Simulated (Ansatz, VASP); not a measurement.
**SiC: VASP beside Ansatz**

```
CELL_PARAMETERS angstrom
0.00000 2.18976 2.18976
2.18976 0.00000 2.18976
2.18976 2.18976 0.00000
ATOMIC_POSITIONS crystal
Si 0.75000 0.75000 0.75000
C 0.00000 0.00000 0.00000
```

Alike in both runs: functional PBE; k mesh 10 × 10 × 10; occupations gaussian, width 0.02 eV; no spin polarisation.

Ansatz relaxed the structure, and its values are those at the end. VASP's run is a single point on that final structure, the one shown.

|  | VASP | Ansatz |
| --- | --- | --- |
| version | VASP 6.6.1 | Ansatz 0.2.0 |
| potentials or method | VASP PAW PBE potentials, release 64 (Si, C) | scalar-relativistic, plane waves, PAW |
| plane-wave cutoff (eV) | 520 | 420 |
| valence electrons in the cell | 8 | 8 |

```csv
,VASP,Ansatz,Ansatz less VASP
gap on the k mesh at the Fermi level (eV),1.37,1.37,+0.002
least direct gap on the mesh (eV),4.53,4.53,+0.003
pressure (GPa),0.0,0.0,+0.05
```

The functional is the same, so the differences come from potentials, cutoffs and numerics.

A k mesh can miss the band edges.
